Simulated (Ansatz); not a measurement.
# WC (Fm-3m) in Ansatz: further runs, part 2 of 2

Ansatz 0.2.0.

## (10) Phonons, PBE

Input file input.yaml:

```yaml
crystal:
  lattice:
    - [0.0, 2.192684, 2.192684]
    - [2.192684, 0.0, 2.192684]
    - [2.192684, 2.192684, 0.0]
  atoms:
    - { symbol: W, position: [0.0, 0.0, 0.0] }
    - { symbol: C, position: [0.5, 0.5, 0.5] }
hamiltonian:
  xc: pbe
  pseudopotentials: { kind: paw }
kpoints:
  mp_grid: { grid: [10, 10, 10] }
scf:
  occupations: { method: fermi_dirac, width: 0.05 }
phonons:
  method: dfpt
  qmesh: [2, 2, 2]
  temperatures: { t_max: 1000, t_step: 100 }
  qpath:
    path:
      - [[0.0, 0.0, 0.0], [0.5, 0.0, 0.5], [0.5, 0.25, 0.75], [0.375, 0.375, 0.75], [0.0, 0.0, 0.0], [0.5, 0.5, 0.5], [0.625, 0.25, 0.625], [0.5, 0.25, 0.75], [0.5, 0.5, 0.5], [0.375, 0.375, 0.75]]
      - [[0.625, 0.25, 0.625], [0.5, 0.0, 0.5]]
    npoints: 8
```

Potentials or basis: Ansatz PAW.

Run with:

```
ansatz run input.yaml --threads 2 --pin off --max-ram 5632MiB --backend cpu --events-out ev --progress --plain --runs-dir out
```

Standard output:

```text
Warning: RAYON_NUM_THREADS=2 ignored (pool sized by the plan → 2); use --threads N
Engine: ansatz 0.2.0, aarch64-unknown-linux-gnu
Pseudopotentials: kind: paw
Pseudopotential: W, paw, valence charge 14, recommended cutoff 420 eV (normal), W.paw.azcp
Pseudopotential: C, paw, valence charge 4, recommended cutoff 420 eV (normal), C.paw.azcp
Functional definition: PBE
  parameter kappa = 0.804
  parameter beta = 0.06672455060314922
  exchange = pbe_x(kappa = kappa, mu = beta*pi^2/3)
  correlation = pbe_c(beta = beta)
Crystal: 2 atoms, lattice volume = 21.084 Å³
Basis set: ecut = 420 eV, 411 PW (Γ), exchange–correlation on 48×48×48 points (8 copies of the dense FFT grid, shifted against one another)
Bands: 13, of which v1, the nominal top of the filled ones, is band 9 counted from 1 (8 counted from 0)
Symmetry: 48 space group operations
k-points: 47 of 1000
Non-local potential: W, projectors of the file, l = 0: 3, l = 1: 2, l = 2: 2, l = 3: 1
Non-local potential: C, projectors of the file, l = 0: 2, l = 1: 2, l = 2: 1
PAW form: soft (Blöchl's): semilocal exchange-correlation on the pseudo side does not see the compensation charge
PAW one-centre angular grid: W, 590 points (default); XC on 64 Gauss nodes
PAW one-centre angular grid: C, 110 points (default); XC on 64 Gauss nodes
Initial density: superposition of atomic densities (neutral atoms: chi_scale 0, normalization atom), corrected by the library's trained network
Initial wavefunctions: pseudopotential atomic-orbital guess
Functional: x = pbe(κ = 0.804, μ = 0.2195149727645171), c = pbe(β = 0.06672455060314922)
SCF iter   1: F=—  HF=-10635.180512 eV  |F-HF|=—  |Δ(HF+E_count)|=         —  Δρ=5.09e-3  dr2=5.49e-3  ethr=1.77e-3  ⟨swp⟩=5.2  Hψ=6930  notcnv=0  defer=45
automatic band count: the SCF goes on with 17 bands, as 13 were too few: the levels above may hold too much charge
preconditioner: auto → none  [metal: Δε(μ)=0.088 eV  Ē_g=14.572 eV  σ=0.050 eV  W_gap=0.37  n_scr=8 (ndim 8)  ℏωp=25.6 eV  f_vac=0.000  D(μ)=0.79/eV (n_scr^D=8)  sad-step TF]
SCF iter   2: F=—  HF=-10635.180598 eV  |F-HF|=—  |Δ(HF+E_count)|=   8.66e-5  Δρ=3.65e-3  dr2=3.14e-3  ethr=3.05e-5  ⟨swp⟩=1.1  Hψ=1194  notcnv=0  defer=54
SCF iter   3: F=—  HF=-10635.180272 eV  |F-HF|=—  |Δ(HF+E_count)|=   3.26e-4  Δρ=5.35e-4  dr2=6.36e-5  ethr=1.74e-5  ⟨swp⟩=1.3  Hψ=757  notcnv=0  defer=54
SCF iter   4: F=—  HF=-10635.180261 eV  |F-HF|=—  |Δ(HF+E_count)|=   1.11e-5  Δρ=1.15e-4  dr2=1.14e-6  ethr=3.53e-7  ⟨swp⟩=2.7  Hψ=1057  notcnv=0  defer=54
SCF iter   5: F=—  HF=-10635.180260 eV  |F-HF|=—  |Δ(HF+E_count)|=   8.31e-7  Δρ=2.15e-5  dr2=6.21e-8  ethr=6.35e-9  ⟨swp⟩=2.4  Hψ=1065  notcnv=0  defer=54
SCF iter   6: F=—  HF=-10635.180260 eV  |F-HF|=—  |Δ(HF+E_count)|=   1.22e-8  Δρ=2.15e-6  dr2=7.38e-10  ethr=3.45e-10  ⟨swp⟩=2.7  Hψ=1171  notcnv=0  defer=54
SCF iter   7: F=-10635.180260 eV  HF=-10635.180260 eV  |F-HF|=5.46e-12  |Δ(HF+E_count)|=  1.36e-10  Δρ=2.31e-7  dr2=9.12e-12  ethr=1.00e-12  ⟨swp⟩=8.1  Hψ=3985  notcnv=0
SCF 1 converged in 7 iterations: F = -10635.180260 eV  dr2 = 9.12e-12
Initial density: read from a saved state, or passed on in memory by an earlier SCF of this step, an earlier step, the calling program or the single point that the run made first
iter 1 solved again at ethr=2.59e-8 eV; its pass at ethr=3.10e-3 eV (dr2=4.66e-6 eV) is discarded
SCF iter   1: F=—  HF=-10635.180257 eV  |F-HF|=—  |Δ(HF+E_count)|=         —  Δρ=3.37e-7  dr2=2.47e-11  ethr=2.59e-8  ⟨swp⟩=3.4  Hψ=4926  notcnv=0
eigensolver tolerance schedule: the retry pair's looser diagonalisation over-reported the residual by 188428.86 of it (diagonalisation noise at an unbounded share of the residual, at the tolerance the schedule requests for it); recorded, not acted on — ethr = c·dr2/N_el stays at c = 1.0e-1
preconditioner: auto → none  [insulator: Δε(μ)=0.136 eV  Ē_g=9.793 eV  σ=0.050 eV  W_gap=0.57  n_scr=8 (ndim 8)  ℏωp=25.6 eV  f_vac=0.000  D(μ)=0.77/eV (n_scr^D=8)  ε∞_Penn≈7.8]
SCF iter   2: F=—  HF=-10635.180260 eV  |F-HF|=—  |Δ(HF+E_count)|=   2.71e-6  Δρ=1.53e-7  dr2=3.66e-12  ethr=1.00e-12  ⟨swp⟩=3.3  Hψ=1354  notcnv=0
iter 3 did not close the SCF: its close was put off for the readings that it lacked (scf_convergence_deferred on its scf_iter line)
SCF iter   3: F=-10635.180260 eV  HF=-10635.180260 eV  |F-HF|=5.46e-12  |Δ(HF+E_count)|=  3.64e-12  Δρ=9.24e-8  dr2=1.12e-12  ethr=1.00e-12  ⟨swp⟩=1.0  Hψ=611  notcnv=0
iter 4 did not close the SCF: its close was put off for the readings that it lacked (scf_convergence_deferred on its scf_iter line)
SCF iter   4: F=-10635.180260 eV  HF=-10635.180260 eV  |F-HF|=0.00e0  |Δ(HF+E_count)|=  3.64e-12  Δρ=1.93e-8  dr2=6.86e-14  ethr=1.00e-12  ⟨swp⟩=1.0  Hψ=611  notcnv=0
iter 5 did not close the SCF: its close was put off for the readings that it lacked (scf_convergence_deferred on its scf_iter line)
SCF iter   5: F=-10635.180260 eV  HF=-10635.180260 eV  |F-HF|=3.64e-12  |Δ(HF+E_count)|=  3.64e-12  Δρ=9.54e-9  dr2=1.46e-14  ethr=1.00e-12  ⟨swp⟩=1.0  Hψ=611  notcnv=0
iter 6 did not close the SCF: its close was put off for the readings that it lacked (scf_convergence_deferred on its scf_iter line)
SCF iter   6: F=-10635.180260 eV  HF=-10635.180260 eV  |F-HF|=3.64e-12  |Δ(HF+E_count)|=  7.28e-12  Δρ=2.64e-9  dr2=1.41e-15  ethr=1.00e-12  ⟨swp⟩=1.0  Hψ=611  notcnv=0
SCF iter   7: F=-10635.180260 eV  HF=-10635.180260 eV  |F-HF|=1.09e-11  |Δ(HF+E_count)|=  1.09e-11  Δρ=1.37e-9  dr2=3.17e-16  ethr=1.00e-12  ⟨swp⟩=1.0  Hψ=1410  notcnv=0
SCF 2 converged in 7 iterations: F = -10635.180260 eV  dr2 = 3.17e-16
phonons: the bands overlap, so this run is a metal and interpolates without the dipole-dipole term. If the crystal is really an insulator or semiconductor, its LO-TO splitting is missing
NSCF: frozen V_eff on 47 k-points
NSCF: frozen V_eff on 102 k-points
DFPT response loops at q = (0, 0, 0) (fractional): preconditioner auto → Kerker (q_TF=auto, 2.657 Å⁻¹) (partly filled bands, converged f_vac=0.000); β = 1.00, the filter's whole step (`scf.mixing.beta` (0.50) is not read by the response loops under this deck's `scf.mixing.preconditioner`; to damp them name `kerker` or `kerker_dos`, under which they read `scf.mixing.beta`, and type it under 1.00, their step now; both keys bind the ground state too); Broyden in place of MSR1
NSCF: frozen V_eff on 564 k-points
DFPT response loops at q = (0, 0, -0.5) (fractional): mixed as the last ones told, above
NSCF: frozen V_eff on 342 k-points
DFPT response loops at q = (0, -0.5, -0.5) (fractional): mixed as the last ones told, above
SCF converged after 7 iterations
Free energy (F): -10635.180260 eV
Harris-Foulkes:  -10635.180260 eV  (|F-HF|=5.46e-12)
Internal energy: -10635.173750 eV  (E = F + TS)
E sigma→0 (E₀):  -10635.177005 eV
Entropy (-TS):   -0.006510 eV (-3.255 meV/atom)
Fermi energy:    21.821246 eV
--- Per-component energies (eV) ---
  E_band       = -61.728894
  E_kinetic    = 541.479802
  E_local      = -660.454684  (includes V_loc(G=0)·N_el)
  E_nonlocal   = 26.299590
  E_hartree    = 230.958329
  E_xc         = -315.943746
  E_vxc        = -299.661354  (∫ρ·V_xc dr)
  E_paw        = -8661.335294  (= ΣΔE_a)
  E_vpaw       = -131.308856  (= ΣTr[D̂ρ^β])
  E_aug_tail   = -0.000064  (compensation charges beyond the density's cutoff)
  E_ewald      = -1796.177684
  E_smearing   = -0.006510  (= −TS)
  E_closure    = 0.000000  (closes the sum)
  Σ components = -10635.180260   (vs F -10635.180260, Δ=0.00e0)
--- Band table (eV; the first three rows and the last of 47) ---
  k-point 0: bands = ["-53.5872", "-17.6188", "-17.6188", "-17.6188", "5.9678", "19.0263", "19.0263", "19.0263", "20.7101", "20.7101", "20.7101", "20.8173", "20.8173", "28.2074", "31.4538", "44.8667", "44.8667"]
  k-point 1: bands = ["-53.5836", "-17.6773", "-17.6250", "-17.6250", "6.2463", "18.1138", "18.5676", "18.5676", "19.6422", "19.6422", "21.0688", "22.8895", "22.8895", "28.7278", "32.0943", "42.2509", "43.3723"]
  k-point 2: bands = ["-53.5744", "-17.8277", "-17.6413", "-17.6413", "7.0339", "16.4484", "17.1825", "17.1825", "20.2331", "20.2331", "21.5308", "25.2414", "25.2414", "29.7794", "33.4979", "39.4023", "40.3572"]
  k-point 46: bands = ["-53.5377", "-18.0375", "-17.9390", "-17.8331", "8.9827", "15.6969", "15.7490", "15.8006", "21.4437", "22.9765", "24.0507", "25.0835", "26.7499", "32.8095", "33.9254", "35.4059", "38.1282"]
--- Phonons (Γ-DFPT): 2 representative perturbations + reference (Σ response iterations 6) ---
  ASR residual: 1.458e-4 → 0.000e0 eV/Å²; symmetrization residual: 2.839e-7 eV/Å²
  ASR residual per site (eV/Å²): 1.31e-4 1.46e-4
  Γ frequencies (cm⁻¹): 0.00 0.00 0.00 413.13 413.13 413.13
--- Phonons (arbitrary-q DFPT): 3 irreducible q on the 2×2×2 mesh ---
  q = [0.0000, 0.0000, 0.0000] (star 1, of the zone-centre solve; hermiticity 8.02e-8, symmetrization 1.88e-13): -0.00 -0.00 0.00 413.13 413.13 413.13
  q = [0.0000, 0.0000, -0.5000] (star 4, 2 solved perturbations on 282 of 1000 k-point pairs; hermiticity 6.49e-15, symmetrization 4.33e-14): 39.08 39.08 141.29 602.24 602.24 682.16
  q = [0.0000, -0.5000, -0.5000] (star 3, 4 solved perturbations in 546 linear systems a pass and spin channel, the states on 171 of 1000 k-point pairs; hermiticity 5.79e-7, symmetrization 1.03e-13): -160.77 66.31 66.31 511.52 525.25 525.25
  sum rule: each row above includes the acoustic sum rule's correction from the zone centre's row sums; it moved no ω² by more than (1.82 cm⁻¹)²
  mesh force constants: q→R imaginary residual 4.99e-17; ASR residual 1.458e-4 → 0.000e0 eV/Å²; symmetrization residual 7.105e-15 eV/Å²
  interpolated dispersion: 82 rows × 6 modes
  density of states and harmonic sums: on the 24×24×24 q-mesh, interpolated from the force constants of a 2×2×2 supercell (no non-analytic term)
  largest difference from the sums on the solved wave vectors: F 2.09e-2 eV, S 2.52e-5 and C_V 7.00e-6 eV/K
  zero-point energy: 0.115006 eV/cell   skipped modes (ω ≤ 0): 308, of them read as no rigid motion or as one in doubt: 305 (7.993e-1 modes/cell left out, lowest -160.77 cm⁻¹)   left out of the sums: 1.33e-1 of the cell's modes: C_V's classical limit lies that fraction below 3 k_B per atom; for a crystal, a wire or a layer, F and S can be off by more, and a phonons.interpolated_qmesh denser along its periods is the remedy for the sampling
```

Run time: 20 s. Hardware: 2 threads of Arm Neoverse V2, shared host; peak memory 0.54 GiB.

What came out:

| Item | Value |
| --- | --- |
| Free energy | -10635.1803 eV |
| Band gap on the k mesh | none (metal or under the smearing width) |
| Highest phonon frequency | 682 cm⁻¹ |
| Most unstable mode | 161i cm⁻¹ |

Levels at points of the mesh, in eV from the Fermi level:
| k point | band 7 | band 8 | band 9 | band 10 | band 11 | band 12 |
| --- | --- | --- | --- | --- | --- | --- |
| (0.00, 0.00, 0.00) | -2.79 | -2.79 | -1.11 | -1.11 | -1.11 | -1.00 |
| (0.00, 0.00, -0.50) | -6.63 | -6.63 | 0.99 | 0.99 | 2.27 | 4.88 |
| (0.00, -0.50, -0.50) | -5.64 | -2.55 | -2.55 | 0.81 | 2.22 | 2.22 |

Phonon frequencies in cm⁻¹ (negative: imaginary):
```tsv
q point	frequencies
(0.000, 0.000, 0.000)	0 0 0 413 413 413
(0.000, 0.000, -0.500)	39 39 141 602 602 682
(0.000, -0.500, -0.500)	-161 66 66 512 525 525
```

Caveat: some modes are imaginary; the q mesh is small, so phonon branches between its points and thermal values are rough.
